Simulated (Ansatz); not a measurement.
Start from BeO in the wurtzite structure (space group P6_3mc, No. 186; a = 2.712 Å, c = 4.404 Å).

Level of theory: PBE in Ansatz (plane waves to 420 eV, PAW, without spin-orbit coupling), earlier PAW set.

Before the change:

| Item | Result |
|---|---|
| Band gap | 7.46 eV |
| Lattice parameter a | 2.712 Å |
| Electron mass | 0.53 mₑ along c, 0.60 mₑ across (at Γ) |
| Gap character | direct at Γ |
| Width of the top valence band | 2.38 eV |

It is then changed as follows: cell and atoms relaxed at a pressure of 0.7 GPa.

Problem. What happens to the band gap, lattice parameter a, electron mass, gap character and width of the top valence band?

Solution. The band gap grows by 0.03 eV, from 7.46 eV to 7.49 eV; the lattice parameter a falls by 0.003 Å (2.712 Å → 2.709 Å); the electron mass is still 0.53 mₑ along c, 0.60 mₑ across (at Γ); the gap character stays direct at Γ; the width of the top valence band remains 2.38 eV.

Load acts through the strain it causes; cell and atoms are relaxed under it. Masses are band curvatures over ±0.01 Å⁻¹ around the edge. Whether these cells are dynamically stable was not tested.

Ansatz is an electronic-structure program.
